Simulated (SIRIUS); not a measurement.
# HfN (Fm-3m) in SIRIUS: equation of state

How stiff is HfN in PBEsol, and what volume does it want? The cell is scaled to several volumes.

All numbers are computed with SIRIUS 7.12.0; they aren't measurements. Logs are shortened: lines on timing, memory, paths and dates and some standing lists are left out, and cuts for length are marked. The log counts tension as positive stress, the text compression.

### Step 1. The crystal as given

Symmetry: Fm-3m, No. 225, cubic system. Conventional cell: a = 4.512 Å, b = 4.512 Å, c = 4.512 Å, α = 90.00°, β = 90.00°, γ = 90.00°. Hf (site symmetry m-3m) is surrounded by 6 N at 2.26 Å. N (site symmetry m-3m) is surrounded by 6 Hf at 2.26 Å.

### Step 2. Equation of state, PBEsol, 10.79 Å³/atom (volume scaled by 0.94)

sirius.json

```json
{
  "control": {
    "processing_unit": "cpu",
    "std_evp_solver_name": "lapack",
    "gen_evp_solver_name": "lapack",
    "verbosity": 2,
    "print_forces": false,
    "ortho_rf": true,
    "use_second_variation": true,
    "rmt_max": 3.0,
    "num_bands_to_print": 24,
    "save_wf": true
  },
  "parameters": {
    "electronic_structure_method": "full_potential_lapwlo",
    "xc_functionals": ["XC_GGA_X_PBE_SOL", "XC_GGA_C_PBE_SOL"],
    "core_relativity": "dirac",
    "valence_relativity": "iora",
    "num_fv_states": 25,
    "smearing": "fermi_dirac",
    "smearing_width": 0.0018374661,
    "pw_cutoff": 24,
    "gk_cutoff": 4.55,
    "lmax_apw": 13,
    "lmax_rho": 8,
    "lmax_pot": 8,
    "num_mag_dims": 0,
    "auto_rmt": 0,
    "ngridk": [10, 10, 10],
    "shiftk": [0, 0, 0],
    "num_dft_iter": 80,
    "energy_tol": 1e-07,
    "density_tol": 1e-05,
    "use_symmetry": true
  },
  "settings": {"tol_ne": 1e-10},
  "iterative_solver": {"type": "exact"},
  "mixer": {"type": "anderson", "beta": 0.5, "max_history": 8},
  "unit_cell": {
    "lattice_vectors": [[0.0, 4.176193184, 4.176193184], [4.176193184, 0.0, 4.176193184], [4.176193184, 4.176193184, 0.0]],
    "atom_types": ["Hf", "N"],
    "atom_files": {"Hf": "Hf.json", "N": "N.json"},
    "atoms": {"Hf": [[0.0, 0.0, 0.0]], "N": [[0.5, 0.5, 0.5]]}
  }
}
```

Hf.json

```json
{
  "name": "hafnium",
  "symbol": "Hf",
  "number": 72,
  "mass": 178.49,
  "rmin": 1e-06,
  "rmt": 2.56,
  "nrmt": 800,
  "rinf": 17.22,
  "core": "1s2s2p3s3p3d4s4p4d",
  "valence": [
    {"basis": [{"enu": 0.31, "dme": 0, "n": 0, "auto": 0}, {"enu": 0.31, "dme": 1, "n": 0, "auto": 0}]},
    {"l": 0, "n": 1, "basis": [{"enu": 0.41, "dme": 0, "n": 0, "auto": 0}]},
    {"l": 1, "n": 2, "basis": [{"enu": 0.41, "dme": 0, "n": 0, "auto": 0}]},
    {"l": 2, "n": 3, "basis": [{"enu": 0.41, "dme": 0, "n": 0, "auto": 0}]},
    {"l": 3, "n": 4, "basis": [{"enu": 0.41, "dme": 0, "n": 0, "auto": 0}]},
    {"l": 4, "n": 5, "basis": [{"enu": 0.41, "dme": 0, "n": 0, "auto": 0}]}
  ],
  "lo": [
    {"l": 0, "basis": [{"enu": 0.41, "dme": 0, "n": 0, "auto": 0}, {"enu": 0.41, "dme": 1, "n": 0, "auto": 0}]},
    {
      "l": 0,
      "basis": [{"enu": -1.9407, "dme": 0, "n": 5, "auto": 1}, {"enu": -1.9407, "dme": 1, "n": 5, "auto": 1}]
    },
    {
      "l": 0,
      "basis": [{"enu": -1.9407, "dme": 1, "n": 5, "auto": 1}, {"enu": 0.41, "dme": 0, "n": 0, "auto": 0}]
    },
    {"l": 0, "basis": [{"enu": 0.41, "dme": 0, "n": 0, "auto": 0}, {"enu": 2.8514, "dme": 0, "n": 0, "auto": 0}]},
    {"l": 1, "basis": [{"enu": 0.41, "dme": 0, "n": 0, "auto": 0}, {"enu": 0.41, "dme": 1, "n": 0, "auto": 0}]},
    {
      "l": 1,
      "basis": [{"enu": -0.793, "dme": 0, "n": 5, "auto": 1}, {"enu": -0.793, "dme": 1, "n": 5, "auto": 1}]
    },
    {"l": 1, "basis": [{"enu": -0.793, "dme": 1, "n": 5, "auto": 1}, {"enu": 0.41, "dme": 0, "n": 0, "auto": 0}]},
    {"l": 1, "basis": [{"enu": 0.41, "dme": 0, "n": 0, "auto": 0}, {"enu": 3.2176, "dme": 0, "n": 0, "auto": 0}]},
    {"l": 2, "basis": [{"enu": 0.41, "dme": 0, "n": 0, "auto": 0}, {"enu": 0.41, "dme": 1, "n": 0, "auto": 0}]},
    {"l": 2, "basis": [{"enu": 0.41, "dme": 1, "n": 0, "auto": 0}, {"enu": 0.41, "dme": 2, "n": 0, "auto": 0}]},
    {"l": 2, "basis": [{"enu": 0.41, "dme": 0, "n": 0, "auto": 0}, {"enu": 2.7904, "dme": 0, "n": 0, "auto": 0}]},
    {"l": 3, "basis": [{"enu": 0.41, "dme": 0, "n": 0, "auto": 0}, {"enu": 0.41, "dme": 1, "n": 0, "auto": 0}]},
    {
      "l": 3,
      "basis": [{"enu": -0.1173, "dme": 0, "n": 4, "auto": 1}, {"enu": -0.1173, "dme": 1, "n": 4, "auto": 1}]
    },
    {
      "l": 3,
      "basis": [{"enu": -0.1173, "dme": 1, "n": 4, "auto": 1}, {"enu": 0.41, "dme": 0, "n": 0, "auto": 0}]
    },
    {"l": 3, "basis": [{"enu": 0.41, "dme": 0, "n": 0, "auto": 0}, {"enu": 3.95, "dme": 0, "n": 0, "auto": 0}]},
    {"l": 4, "basis": [{"enu": 0.41, "dme": 0, "n": 0, "auto": 0}, {"enu": 0.41, "dme": 1, "n": 0, "auto": 0}]},
    {"l": 4, "basis": [{"enu": 0.41, "dme": 0, "n": 0, "auto": 0}, {"enu": 3.3397, "dme": 0, "n": 0, "auto": 0}]}
  ],
  "free_atom": [... radial grid and density of the free atom, the start of the SCF ...]
}
```

N.json

```json
{
  "name": "nitrogen",
  "symbol": "N",
  "number": 7,
  "mass": 14.0067,
  "rmin": 1e-06,
  "rmt": 1.54,
  "nrmt": 800,
  "rinf": 13.03,
  "core": "1s",
  "valence": [
    {"basis": [{"enu": 0.31, "dme": 0, "n": 0, "auto": 0}, {"enu": 0.31, "dme": 1, "n": 0, "auto": 0}]},
    {"l": 0, "n": 1, "basis": [{"enu": 0.2548, "dme": 0, "n": 0, "auto": 0}]},
    {"l": 1, "n": 2, "basis": [{"enu": 0.41, "dme": 0, "n": 0, "auto": 0}]},
    {"l": 2, "n": 3, "basis": [{"enu": 0.41, "dme": 0, "n": 0, "auto": 0}]},
    {"l": 3, "n": 4, "basis": [{"enu": 0.41, "dme": 0, "n": 0, "auto": 0}]}
  ],
  "lo": [
    {
      "l": 0,
      "basis": [{"enu": 0.2548, "dme": 0, "n": 0, "auto": 0}, {"enu": 0.2548, "dme": 1, "n": 0, "auto": 0}]
    },
    {
      "l": 0,
      "basis": [{"enu": 0.2548, "dme": 1, "n": 0, "auto": 0}, {"enu": 0.2548, "dme": 2, "n": 0, "auto": 0}]
    },
    {
      "l": 0,
      "basis": [{"enu": 0.2548, "dme": 0, "n": 0, "auto": 0}, {"enu": 5.3146, "dme": 0, "n": 0, "auto": 0}]
    },
    {"l": 1, "basis": [{"enu": 0.41, "dme": 0, "n": 0, "auto": 0}, {"enu": 0.41, "dme": 1, "n": 0, "auto": 0}]},
    {"l": 1, "basis": [{"enu": 0.41, "dme": 1, "n": 0, "auto": 0}, {"enu": 0.41, "dme": 2, "n": 0, "auto": 0}]},
    {"l": 1, "basis": [{"enu": 0.41, "dme": 0, "n": 0, "auto": 0}, {"enu": 6.2289, "dme": 0, "n": 0, "auto": 0}]},
    {"l": 2, "basis": [{"enu": 0.41, "dme": 0, "n": 0, "auto": 0}, {"enu": 0.41, "dme": 1, "n": 0, "auto": 0}]},
    {"l": 2, "basis": [{"enu": 0.41, "dme": 1, "n": 0, "auto": 0}, {"enu": 0.41, "dme": 2, "n": 0, "auto": 0}]},
    {"l": 2, "basis": [{"enu": 0.41, "dme": 0, "n": 0, "auto": 0}, {"enu": 6.9878, "dme": 0, "n": 0, "auto": 0}]},
    {"l": 3, "basis": [{"enu": 0.41, "dme": 0, "n": 0, "auto": 0}, {"enu": 0.41, "dme": 1, "n": 0, "auto": 0}]}
  ],
  "free_atom": [... radial grid and density of the free atom, the start of the SCF ...]
}
```

sirius_start.json

```json
{
  "control": {
    "processing_unit": "cpu",
    "std_evp_solver_name": "lapack",
    "gen_evp_solver_name": "lapack",
    "verbosity": 1,
    "print_forces": false,
    "ortho_rf": true,
    "use_second_variation": true,
    "rmt_max": 3.0,
    "num_bands_to_print": 24,
    "save_wf": false
  },
  "parameters": {
    "electronic_structure_method": "full_potential_lapwlo",
    "xc_functionals": ["XC_LDA_X", "XC_LDA_C_PW"],
    "core_relativity": "dirac",
    "valence_relativity": "iora",
    "num_fv_states": 25,
    "smearing": "fermi_dirac",
    "smearing_width": 0.0055123983,
    "pw_cutoff": 24,
    "gk_cutoff": 3.64,
    "lmax_apw": 13,
    "lmax_rho": 8,
    "lmax_pot": 8,
    "num_mag_dims": 0,
    "auto_rmt": 0,
    "ngridk": [4, 4, 4],
    "shiftk": [0, 0, 0],
    "num_dft_iter": 30,
    "energy_tol": 0.01,
    "density_tol": 0.05,
    "use_symmetry": true
  },
  "settings": {"tol_ne": 1e-10},
  "iterative_solver": {"type": "exact"},
  "mixer": {"type": "anderson", "beta": 0.5, "max_history": 8},
  "unit_cell": {
    "lattice_vectors": [[0.0, 4.176193184, 4.176193184], [4.176193184, 0.0, 4.176193184], [4.176193184, 4.176193184, 0.0]],
    "atom_types": ["Hf", "N"],
    "atom_files": {"Hf": "Hf.json", "N": "N.json"},
    "atoms": {"Hf": [[0.0, 0.0, 0.0]], "N": [[0.5, 0.5, 0.5]]}
  }
}
```

Potentials or basis: all-electron FP-LAPW, apw+lo standard.

Launch:

```console
$ OMP_NUM_THREADS=1 sirius.scf --input=sirius_start.json --output=start.json
$ OMP_NUM_THREADS=1 sirius.scf --input=sirius.json --output=output.json --task=1
```

The log of the run:

```text
[info] SIRIUS version : 7.12.0
[info] number of MPI ranks           : 1
[info] MPI grid                      : 1 1
[info] maximum number of OMP threads : 1
[fft] FFT context for density and potential
[fft] =====================================
[fft]   plane wave cutoff                     : 24
[fft]   grid size                             : 48 48 48   total : 110592
[fft]   grid limits                           : -23 24   -23 24   -23 24
[fft]   number of G-vectors within the cutoff : 34015
[fft]   number of G-shells                    : 915
[fft] FFT context for coarse grid
[fft] =====================================
[fft]   plane wave cutoff                     : 9.1
[fft]   grid size                             : 20 20 20   total : 8000
[fft]   grid limits                           : -9 10   -9 10   -9 10
[fft]   number of G-vectors within the cutoff : 1837
[fft]   number of G-shells                    : 72
[unit cell] lattice vectors
[unit cell]   a1 :       0.0000000000      4.1761931840      4.1761931840
[unit cell]   a2 :       4.1761931840      0.0000000000      4.1761931840
[unit cell]   a3 :       4.1761931840      4.1761931840      0.0000000000
[unit cell] reciprocal lattice vectors
[unit cell]   b1 :      -0.7522622913      0.7522622913      0.7522622913
[unit cell]   b2 :       0.7522622913     -0.7522622913      0.7522622913
[unit cell]   b3 :       0.7522622913      0.7522622913     -0.7522622913
[unit cell] unit cell volume :       145.67054207 [a.u.^3]
[unit cell] 1/sqrt(omega)    :         0.08285412
[unit cell] MT volume        :        85.57480571 (58.75%)
[unit cell] IT volume        :        60.09573636 (41.25%)
[unit cell] number of atom types : 2
[unit cell] type id : 0 symbol : Hf mt_radius :   2.560000 num_atoms : 1
[unit cell] type id : 1 symbol :  N mt_radius :   1.540000 num_atoms : 1
[unit cell] total number of atoms : 2
[unit cell] number of symmetry classes : 2
[... 389 lines left out ...]
[diagonalize] ...
[diagonalize] ik:   42   -1.765983   -0.634283   -0.634267   -0.617648   -0.058822    0.070885    0.072095    0.072471    0.072702    0.073401    0.074083    0.075798    0.271116    0.320259    0.323644    0.539027    0.622502    0.718454    0.761023    0.805837    0.928892    0.989598    1.018764    1.146366
[diagonalize] ik:   43   -1.765852   -0.641680   -0.623236   -0.621654   -0.080899    0.071151    0.071283    0.071941    0.072947    0.073179    0.073824    0.074115    0.325635    0.342894    0.353359    0.445460    0.704394    0.717336    0.748541    0.781526    0.856664    0.913201    1.121162    1.157458
[diagonalize] ik:   44   -1.766106   -0.638276   -0.627450   -0.618557   -0.059804    0.071126    0.071790    0.072438    0.072845    0.073405    0.073957    0.075589    0.272706    0.318827    0.324901    0.530614    0.629366    0.726975    0.734734    0.818902    0.918991    0.960229    1.048692    1.139214
[diagonalize] ik:   45   -1.765946   -0.636074   -0.630604   -0.620141   -0.059535    0.071002    0.071938    0.072273    0.072976    0.073063    0.074072    0.075908    0.276498    0.319457    0.322032    0.573250    0.576362    0.737287    0.762090    0.787943    0.945071    0.983895    1.032717    1.127695
[diagonalize] ik:   46   -1.765849   -0.636124   -0.629082   -0.622757   -0.065913    0.071124    0.071701    0.071956    0.072924    0.073023    0.074112    0.075366    0.299773    0.321560    0.324689    0.525744    0.617818    0.747106    0.748949    0.780640    0.925296    0.978849    1.052910    1.144164
[generate_core_charge_density] atom class : 0
[generate_core_charge_density]   n,l,k : 1 0 1  energy :       -2394.55493282
[generate_core_charge_density]   n,l,k : 2 0 1  energy :        -408.69799226
[generate_core_charge_density]   n,l,k : 2 1 1  energy :        -390.31507299
[generate_core_charge_density]   n,l,k : 2 1 2  energy :        -346.53502011
[generate_core_charge_density]   n,l,k : 3 0 1  energy :         -92.58011241
[generate_core_charge_density]   n,l,k : 3 1 1  energy :         -84.43259274
[generate_core_charge_density]   n,l,k : 3 1 2  energy :         -75.05114571
[generate_core_charge_density]   n,l,k : 3 2 2  energy :         -61.26031437
[generate_core_charge_density]   n,l,k : 3 2 3  energy :         -59.21368624
[generate_core_charge_density]   n,l,k : 4 0 1  energy :         -18.08882379
[generate_core_charge_density]   n,l,k : 4 1 1  energy :         -14.75247291
[... 28 lines left out ...]
[find] valence_eval_sum               :      -3.74358937
[find] core_eval_sum                  :   -9238.76399495
[find] kinetic energy                 :   16937.13793921
[find] enuc                           :  -18888.62355357
[find] <rho|V^{XC}>                   :    -410.99089683
[find] <rho|E^{XC}>                   :    -312.16715940
[find] <mag|B^{XC}>                   :       0.00000000
[find] <rho|V^{H}>                    :  -25768.65462672
[find] smearing (-TS)                 :      -0.00021827
[find] SCF correction                 :      -0.00003140
[find] Total energy                   :  -15147.98011851 (Ha),  -30295.96023703 (Ry)
[find] Free energy (E-TS)             :  -15147.98033678 (Ha),  -30295.96067356 (Ry)
[find] band gap (eV)                  :       0.00000000
[find] Efermi                         :       0.53759974
[find] iteration : 7, RMS (target) : 1.0180e-06 (1.0000e-05) , energy difference (target) : -1.4990e-08 (1.0000e-07)
[find] converged after 8 SCF iterations!
[find] Charges and magnetic moments
[find] --------------------------------------------------------------------------------
[find] atom      charge    core leakage
[find] --------------------------------------------------------------------------------
[find]    0   70.326991    2.180969e-06
[find]    1    5.829722    3.053877e-06
[find] total core leakage    : 5.23484625e-06
[find] interstitial charge   : 2.843279
[find] total charge          : 78.999992
[find] Energy
[find] --------------------------------------------------------------------------------
[find] valence_eval_sum               :      -3.74358937
[find] core_eval_sum                  :   -9238.76399495
[find] kinetic energy                 :   16937.13793921
[find] enuc                           :  -18888.62355357
[find] <rho|V^{XC}>                   :    -410.99089683
[find] <rho|E^{XC}>                   :    -312.16715940
[find] <mag|B^{XC}>                   :       0.00000000
[find] <rho|V^{H}>                    :  -25768.65462672
[find] smearing (-TS)                 :      -0.00021827
[find] SCF correction                 :      -0.00003140
[find] Total energy                   :  -15147.98011851 (Ha),  -30295.96023703 (Ry)
[find] Free energy (E-TS)             :  -15147.98033678 (Ha),  -30295.96067356 (Ry)
[find] band gap (eV)                  :       0.00000000
[find] Efermi                         :       0.53759974
```

Wall time 3 min (1 thread of AMD EPYC, shared host); peak memory 0.64 GiB.

Results:

| Item | Value |
| --- | --- |
| Free energy | -412197.5438 eV |
| Band gap on the k mesh | none (metal or under the smearing width) |
| All electrons inside the program's atomic spheres | Hf 70.33; N 5.83 (radii Hf 2.56, N 1.54 bohr) |

(Part 1 of 3 ends here.)
